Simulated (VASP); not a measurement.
# CdTe (F-43m) in VASP: notebook

Runs on CdTe. Level: PBE. Tasks: optical spectrum, density of states.

Everything below comes from runs of VASP 6.6.1. Logs are shortened: lines on timing, memory, paths and dates and some standing lists are left out, and cuts for length are marked.

**Measured values to compare with.**

From a printed reference work, data compilation, for a bulk crystal of CdTe at 0 K: band gap 1.607 eV.

The results are compared with them further down.

## Step 1: The crystal as given

The structure is cubic, space group F-43m (No. 216). The conventional cell has a = 6.410 Å, b = 6.410 Å, c = 6.410 Å, α = 90.00°, β = 90.00°, γ = 90.00°. Around Te (site symmetry -43m) lie 4 Cd at 2.78 Å. Around Cd (site symmetry -43m) lie 4 Te at 2.78 Å.

## Step 2: Optical spectrum, PBE

INCAR

```
SYSTEM = CdTe
  PREC = Accurate
  ENCUT = 520
  EDIFF = 1E-6
  ISMEAR = 0
  SIGMA = 0.02
  LREAL = .False.
  LASPH = .True.
  NELM = 80
  ALGO = Fast
  ISIF = 2
  LWAVE = .False.
  LCHARG = .False.
  GGA = PE
  LOPTICS = .True.
  NBANDS = 57
  NEDOS = 2000
  CSHIFT = 0.1
```

KPOINTS

```
regular mesh
0
Gamma
  7 7 7
  0 0 0
```

POSCAR

```
CdTe
1.0
    0.0000000000      3.2050000000      3.2050000000
    3.2050000000      0.0000000000      3.2050000000
    3.2050000000      3.2050000000      0.0000000000
Te Cd
1 1
Direct
    0.7500000000      0.7500000000      0.7500000000
    0.0000000000      0.0000000000      0.0000000000
```

Potentials or basis: VASP PAW PBE potentials, release 64 (Te, Cd).

Run with:

```bash
$ cat potpaw_PBE.64/Te/POTCAR potpaw_PBE.64/Cd/POTCAR > POTCAR
$ mpirun -np 1 vasp_std > vasp.out
```

OUTCAR:

```text
SYSTEM = CdTe
   PREC = Accurate
   ENCUT = 520
   EDIFF = 1E-6
   ISMEAR = 0
   LREAL = .False.
   LASPH = .True.
   NELM = 80
   ISIF = 2
   GGA = PE

 ion  position               nearest neighbor table
   1  0.750  0.750  0.750-   2 2.78   2 2.78   2 2.78   2 2.78
   2  0.000  0.000  0.000-   1 2.78   1 2.78   1 2.78   1 2.78

  LATTYP: Found a face centered cubic cell.
 ALAT       =     6.4100000000

  Lattice vectors:

 A1 = (   0.0000000000,   3.2050000000,   3.2050000000)
 A2 = (   3.2050000000,   0.0000000000,   3.2050000000)
 A3 = (   3.2050000000,   3.2050000000,   0.0000000000)

Analysis of symmetry for initial positions (statically):
=====================================================================
 Subroutine PRICEL returns:
 Original cell was already a primitive cell.

 Routine SETGRP: Setting up the symmetry group for a
 face centered cubic supercell.

 Subroutine GETGRP returns: Found 24 space group operations
 (whereof 24 operations were pure point group operations)
 out of a pool of 48 trial point group operations.

The static configuration has the point symmetry T_d .

Analysis of symmetry for dynamics (positions and initial velocities):
=====================================================================
 Subroutine PRICEL returns:
 Original cell was already a primitive cell.

 Routine SETGRP: Setting up the symmetry group for a
 face centered cubic supercell.

 Subroutine GETGRP returns: Found 24 space group operations
 (whereof 24 operations were pure point group operations)
 out of a pool of 48 trial point group operations.

The dynamic configuration has the point symmetry T_d .

 Subroutine INISYM returns: Found 24 space group operations
 (whereof 24 operations are pure point group operations),
 and found     1 'primitive' translations

----------------------------------------------------------------------------------------

                                     Primitive cell

  volume of cell :      65.8437

  direct lattice vectors                    reciprocal lattice vectors
     0.000000000  3.205000000  3.205000000    -0.156006240  0.156006240  0.156006240
     3.205000000  0.000000000  3.205000000     0.156006240 -0.156006240  0.156006240
     3.205000000  3.205000000  0.000000000     0.156006240  0.156006240 -0.156006240

  length of vectors
     4.532554467  4.532554467  4.532554467     0.270210734  0.270210734  0.270210734

  position of ions in fractional coordinates (direct lattice)
     0.750000000  0.750000000  0.750000000
     0.000000000  0.000000000  0.000000000

  ion indices of the primitive-cell ions
   primitive index   ion index
                 1           1
                 2           2

----------------------------------------------------------------------------------------

 KPOINTS: regular mesh

Automatic generation of k-mesh.
 Grid dimensions read from file:
 generate k-points for:    7    7    7

 Generating k-lattice:

  Cartesian coordinates                     Fractional coordinates (reciprocal lattice)
[... 71 lines left out ...]
   EFERMI_NEDOS =   21; number of points for ismear=-14 and -15
   IALGO  =     68    algorithm
   IMIX   =      4    mixing-type and parameters
     AMIX     =   0.40;   BMIX     =  1.00
     AMIX_MAG =   1.60;   BMIX_MAG =  1.00
  volume/ion in A,a.u.               =      32.92       222.17
  Fermi-wavevector in a.u.,A,eV,Ry     =   1.062497  2.007828 15.359610  1.128899
  Thomas-Fermi vector in A             =   2.197950
   LORBIT       =      0    0 simple, 1 ext, 2 COOP (PROOUT), +10 PAW based schemes
   GGA     = PE    functional components
   LHFCALC =     F    Hartree Fock is set to
   AEXX    =    0.0000 exact exchange contribution
   IVDW    =     0    specifies the selected vdW correction
   LEPSILON=     F    determine dielectric tensor
   LRPA    =     F    only Hartree local field effects (RPA)
 non-spin polarized calculation
 RMM-DIIS sequential band-by-band and
 Gauss-broadening in eV      SIGMA  =   0.02
  energy-cutoff  :      520.00
  volume of cell :       65.84
 maximum number of plane-waves:      1807
 NGX is ok and might be reduce to    36
   NGX = 17   NGY = 17   NGZ = 17

 number of electron      17.9999995 magnetization

 Free energy of the ion-electron system (eV)
  ---------------------------------------------------
  ext. energy  EPLUGINS =         0.00000000
  ---------------------------------------------------
  free energy    TOTEN  =        -4.72525223 eV

  energy without entropy =       -4.72525223  energy(sigma->0) =       -4.72525223

 E-fermi :   2.7635     XC(G=0):  -8.7316

 val. band max:        2.6554082342   @ k =   0.0000   0.0000   0.0000
 cond. band min:       3.5284212614   @ k =   0.0000   0.0000   0.0000
 fundamental gap:      0.8730130272
 Fermi energy:         2.7635056166

 k-point     1 :       0.0000    0.0000    0.0000
  band No.  band energies     occupation
      1      -8.7130      2.00000
      2      -5.7522      2.00000
      3      -5.7522      2.00000
      4      -5.7522      2.00000
      5      -5.4663      2.00000
      6      -5.4663      2.00000
[... 469 lines left out ...]
     20      18.1723      0.00000
     21      18.7095      0.00000
 [bands above 21 left out]

------------------------ aborting loop because EDIFF is reached ----------------------------------------

  FORCE on cell =-STRESS in cart. coord.  units (eV):
  Direction    XX          YY          ZZ          XY          YZ          ZX
  --------------------------------------------------------------------------------------
  -------------------------------------------------------------------------------------
  Total        1.8046887      1.8046887      1.8046887      0.0000000      0.0000000      0.0000000
  in kB       43.9135736     43.9135736     43.9135736      0.0000000      0.0000000      0.0000000
  external PRESSURE =      43.9135736 kB  Pullay stress =       0.0000000 kB

 VOLUME and BASIS-vectors are now :
 -----------------------------------------------------------------------------
  energy-cutoff  :      520.00
  volume of cell :       65.84
      direct lattice vectors                 reciprocal lattice vectors
     0.000000000  3.205000000  3.205000000    -0.156006240  0.156006240  0.156006240
     3.205000000  0.000000000  3.205000000     0.156006240 -0.156006240  0.156006240
     3.205000000  3.205000000  0.000000000     0.156006240  0.156006240 -0.156006240

 POSITION                                       TOTAL-FORCE (eV/Angst)
 -----------------------------------------------------------------------------------
      4.80750      4.80750      4.80750        -0.000000      0.000000     -0.000000
      0.00000      0.00000      0.00000         0.000000     -0.000000      0.000000
 -----------------------------------------------------------------------------------
    total drift:                                0.000000      0.000000      0.000000

  FREE ENERGIE OF THE ION-ELECTRON SYSTEM (eV)
  ---------------------------------------------------
  free  energy   TOTEN  =        -4.7252522272 eV

  energy  without entropy=       -4.7252522272  energy(sigma->0) =       -4.72525223

 electrical conductivity sigma (Mega S m-1) (frequency dependency in vasprun.xml)
  --------------------------------------------------------------------------------------
       0.000      -0.000       0.000
      -0.000       0.000      -0.000
      -0.000      -0.000       0.000

  frequency dependent IMAGINARY DIELECTRIC FUNCTION (independent particle, no local field effects) density-density
     E(ev)      X         Y         Z        XY        YZ        ZX
  --------------------------------------------------------------------------------------------------------------
     0.00000     0.00000     0.00000     0.00000     0.00000     0.00000     0.00000
     0.63850     1.52523     1.52523     1.52523     0.00000     0.00000    -0.00000
     1.27699     0.83590     0.83590     0.83590     0.00000     0.00000    -0.00000
     1.91549     4.50580     4.50580     4.50580     0.00000     0.00000    -0.00000
     2.55398    10.91853    10.91853    10.91853     0.00000    -0.00000    -0.00000
     3.19248     2.99590     2.99590     2.99590     0.00000    -0.00000    -0.00000
[... 92 lines left out ...]
    62.57262     0.00040     0.00040     0.00040     0.00000     0.00000    -0.00000
    63.21112     0.00038     0.00038     0.00038     0.00000     0.00000    -0.00000

  frequency dependent      REAL DIELECTRIC FUNCTION (independent particle, no local field effects) density-density
     E(ev)        X           Y           Z          XY          YZ          ZX
  --------------------------------------------------------------------------------------------------------------
     0.00000    10.94654    10.94654    10.94654     0.00000     0.00000    -0.00000
     0.63850    13.13141    13.13141    13.13141    -0.00000    -0.00000    -0.00000
     1.27699     8.45601     8.45601     8.45601    -0.00000    -0.00000    -0.00000
     1.91549    14.55795    14.55795    14.55795    -0.00000    -0.00000    -0.00000
     2.55398    13.84046    13.84046    13.84046    -0.00000    -0.00000     0.00000
     3.19248     9.43309     9.43309     9.43309    -0.00000    -0.00000     0.00000
[... 92 lines left out ...]
    62.57262     0.90563     0.90563     0.90563     0.00000     0.00000    -0.00000
    63.21112     0.90812     0.90812     0.90812     0.00000     0.00000    -0.00000

  frequency dependent IMAGINARY DIELECTRIC FUNCTION (independent particle, no local field effects) current-current
     E(ev)      X         Y         Z        XY        YZ        ZX
  --------------------------------------------------------------------------------------------------------------
     0.00000    62.17596    62.17596    62.17596     0.00000     0.00000    -0.00000
     0.63850     5.30141     5.30141     5.30141     0.00000     0.00000    -0.00000
     1.27699     1.99816     1.99816     1.99816     0.00000     0.00000    -0.00000
     1.91549     5.92226     5.92226     5.92226     0.00000    -0.00000    -0.00000
     2.55398    11.91967    11.91967    11.91967     0.00000    -0.00000    -0.00000
     3.19248     3.52271     3.52271     3.52271     0.00000     0.00000    -0.00000
[... 92 lines left out ...]
    62.57262     0.00010     0.00010     0.00010     0.00000     0.00000     0.00000
    63.21112     0.00009     0.00009     0.00009     0.00000     0.00000     0.00000

  frequency dependent      REAL DIELECTRIC FUNCTION (independent particle, no local field effects) current-current
     E(ev)        X           Y           Z          XY          YZ          ZX
  --------------------------------------------------------------------------------------------------------------
     0.00000    10.78474    10.78474    10.78474    -0.00000    -0.00000     0.00000
     0.63850    12.61129    12.61129    12.61129    -0.00000    -0.00000     0.00000
     1.27699     8.34281     8.34281     8.34281    -0.00000    -0.00000     0.00000
     1.91549    14.07973    14.07973    14.07973    -0.00000    -0.00000    -0.00000
     2.55398    12.96928    12.96928    12.96928    -0.00000    -0.00000     0.00000
     3.19248     9.25108     9.25108     9.25108     0.00000     0.00000     0.00000
[... 92 lines left out ...]
    62.57262     0.90566     0.90566     0.90566     0.00000     0.00000    -0.00000
    63.21112     0.90814     0.90814     0.90814     0.00000     0.00000    -0.00000
```

Wall time 58 s (1 thread of Intel Xeon Platinum 8488C (Sapphire Rapids), shared host); peak memory 0.26 GiB.

What came out:

```
Free energy            : -4.7253 eV
Pressure               : 4.4 GPa
Band gap on the k mesh : 0.87 eV, direct
```

Dielectric function (mean over the directions given):
```tsv
energy (eV)	real part	imaginary part
0.29	11.24	0.24
0.77	14.46	4.57
1.25	8.20	0.91
1.72	11.95	1.30
2.30	10.79	2.83
2.78	5.69	9.71
3.26	11.02	3.80
3.74	5.94	15.05
4.31	11.06	12.91
4.79	0.81	8.31
5.27	-0.36	5.68
5.75	-0.41	13.91
6.32	-3.18	3.51
6.80	-2.75	5.25
7.28	-2.67	3.70
7.76	-2.23	1.97
8.33	-0.93	1.46
8.81	-1.91	2.35
9.29	-1.49	1.18
9.77	-1.05	0.89
10.34	-0.46	1.37
10.82	-0.55	0.87
11.30	-0.36	0.79
11.78	-0.32	0.96
12.35	-0.17	0.73
12.83	0.02	0.64
13.31	0.02	0.78
13.79	0.15	0.70
14.37	-0.11	0.72
14.85	0.07	0.36
15.32	0.24	0.33
15.80	0.27	0.34
16.38	0.35	0.47
16.86	0.33	0.40
17.34	0.38	0.32
17.81	0.46	0.41
18.39	0.45	0.30
18.87	0.54	0.29
19.35	0.52	0.33
19.92	0.50	0.40
```

Caveat: spectra need much finer meshes, so this one isn't converged; independent-particle spectra lack excitons; spin-orbit coupling is left out, which moves the levels of the heavy elements.

## Step 3: Density of states, PBE

POSCAR is that of step 2.

INCAR.step1

```
SYSTEM = CdTe
  PREC = Accurate
  ENCUT = 520
  EDIFF = 1E-7
  ISMEAR = 0
  SIGMA = 0.02
  LREAL = .False.
  LASPH = .True.
  NELM = 60
  ALGO = Fast
  ISIF = 2
  LWAVE = .False.
  LCHARG = .True.
  GGA = PE
```

KPOINTS.step1

```
Automatic mesh
0
Gamma
  7 7 7
  0 0 0
```

INCAR.step2

```
SYSTEM = CdTe
  PREC = Accurate
  ENCUT = 520
  EDIFF = 1E-7
  ISMEAR = -5
  SIGMA = 0.02
  LREAL = .False.
  LASPH = .True.
  NELM = 60
  ALGO = Fast
  ISIF = 2
  LWAVE = .False.
  LCHARG = .False.
  GGA = PE
  LORBIT = 11
  NEDOS = 2001
  ICHARG = 11
```

KPOINTS.step2

```
Automatic mesh
0
Gamma
  11 11 11
  0 0 0
```

Potentials or basis: VASP PAW PBE potentials, release 64 (Te, Cd).

Run with:

```bash
$ cat potpaw_PBE.64/Te/POTCAR potpaw_PBE.64/Cd/POTCAR > POTCAR
$ cp INCAR.step1 INCAR
$ cp KPOINTS.step1 KPOINTS
$ mpirun -np 1 vasp_std > vasp.out
$ cp INCAR.step2 INCAR
$ cp KPOINTS.step2 KPOINTS
$ mpirun -np 1 vasp_std > vasp.out
```

It took 39 s on 1 thread of Intel Xeon Platinum 8488C (Sapphire Rapids), shared host; peak memory 0.22 GiB.

It converged, with:

| Property | Result |
| --- | --- |
| Valence electrons inside the program's atomic spheres | Te 3.45; Cd 10.34 |

Levels at points of the mesh, in eV from the valence-band top:
```
           k point  band 7  band 8  band 9  band 10  band 11  band 12
(0.00, 0.00, 0.00)    0.00    0.00    0.00     0.87     4.58     4.58
```

States per cell in windows of 1 eV (zero at the valence-band top; states under -8 eV left out):
```
from (eV)  total  Te1_p  Cd2_d  Cd2_p  Cd2_s  Te1_d  Te1_s
     -8.0   1.61   0.01   1.32   0.00   0.01   0.00   0.13
     -7.0   0.00   0.00   0.00   0.00   0.00   0.00   0.00
     -6.0   0.00   0.00   0.00   0.00   0.00   0.00   0.00
     -5.0   1.26   0.29   0.02   0.02   0.27   0.00   0.02
     -4.0   0.54   0.13   0.03   0.01   0.09   0.00   0.02
     -3.0   1.19   0.38   0.04   0.08   0.04   0.00   0.02
     -2.0   2.20   0.83   0.09   0.15   0.03   0.00   0.01
     -1.0   0.90   0.39   0.05   0.05   0.00   0.00   0.00
      0.0   0.00   0.00   0.00   0.00   0.00   0.00   0.00
      1.0   0.03   0.00   0.00   0.00   0.01   0.00   0.01
      2.0   1.01   0.12   0.02   0.04   0.19   0.03   0.07
      3.0   1.38   0.17   0.03   0.07   0.20   0.06   0.05
      4.0   1.50   0.15   0.04   0.15   0.06   0.09   0.02
      5.0   1.75   0.14   0.04   0.24   0.02   0.14   0.02
      6.0   1.23   0.15   0.04   0.14   0.01   0.09   0.02
      7.0   0.95   0.12   0.03   0.11   0.01   0.08   0.01
```

## Step 4: For comparison

An earlier run on the cell as given: functional PBEsol; potentials or basis VASP PAW PBE potentials, release 64 (Te, Cd); cutoff 520 eV; k mesh 7 × 7 × 7; occupations fermi-dirac, width 0.05 eV; no spin polarisation.

- Pressure: 1.9 GPa
- Band gap on the k mesh: 0.76 eV, direct

## Step 5: Overview

| task | level | smearing | k mesh for the DOS | occupations for the DOS | ladder | gap on the mesh (eV) | pressure (GPa) |
| --- | --- | --- | --- | --- | --- | --- | --- |
| optical spectrum | PBE | gaussian 0.02 eV | - | - | - | 0.87 | 4.4 |
| density of states | PBE | gaussian 0.02 eV | 11 × 11 × 11 | tetrahedron | - | - | - |
| single point | PBEsol | fermi-dirac 0.05 eV | - | - | free | 0.76 | 1.9 |

Alike in all rows: potentials or basis VASP PAW PBE potentials, release 64 (Te, Cd); no spin polarisation; cell as given; k mesh 7 × 7 × 7; cutoff (eV) 520.

Caveats: spin-orbit coupling is left out, which moves the levels of the heavy elements (some runs); spectra need much finer meshes, so this one isn't converged (some runs); independent-particle spectra lack excitons (some runs); the PAW data sets were made with another functional, which shifts forces and pressure a little (some runs).

Total energies depend on the potentials used, so only differences within one code and one set of settings carry meaning.

## Step 6: Comparison with measurements

Step 2. Against the measured gap of CdTe, 1.607 eV (0 K; a printed reference work, data compilation), the calculated 0.87 eV is off by -0.73 eV. Spin-orbit coupling on Cd, Te is left out. The value is that of PBE, without temperature or zero-point motion. Semilocal functionals fall short of measured gaps as a rule.
